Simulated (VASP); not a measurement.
Here is a VASP 6.6.1 calculation.

INCAR

```
SYSTEM = LiH2
ALGO = Normal
EDIFF = 1E-7
ENCUT = 520
GGA = PE
ISIF = 2
ISMEAR = -1
LASPH = .True.
LCHARG = .True.
LELF = .True.
LREAL = .False.
LVHAR = .True.
LWAVE = .False.
NBANDS = 10
NELM = 80
PREC = Accurate
SIGMA = 0.05
```

KPOINTS

```
k-points
0
Gamma
  10 10 11
  0 0 0
```

Contents of POSCAR:

```
LiH2
1.0
    2.9168600000      0.0000000000      0.0000000000
   -1.4584300000      2.5260700000      0.0000000000
    0.0000000000      0.0000000000      2.4668800000
Li H
1 2
Direct
    0.0149890000     -0.0030030000     -0.0041350000
    0.3226680000      0.6609300000      0.5097980000
    0.6862090000      0.3351200000      0.5072930000
```

Potentials or basis: VASP PAW PBE potentials, release 64 (Li_sv, H).

The run is started by

```bash
$ cat potpaw_PBE.64/Li_sv/POTCAR potpaw_PBE.64/H/POTCAR > POTCAR
$ mpirun -np 1 vasp_std > vasp.out
```

Q: What does it give for the largest force?

A: 0.062 eV/Å.

Q: Estimate the band gap on the k mesh.

A: None (metal or under the smearing width).

Forces on the atoms (eV/Å):
```
Li  -0.038  0.006  0.048
H    0.014 -0.014 -0.038
H    0.024  0.008 -0.010
```
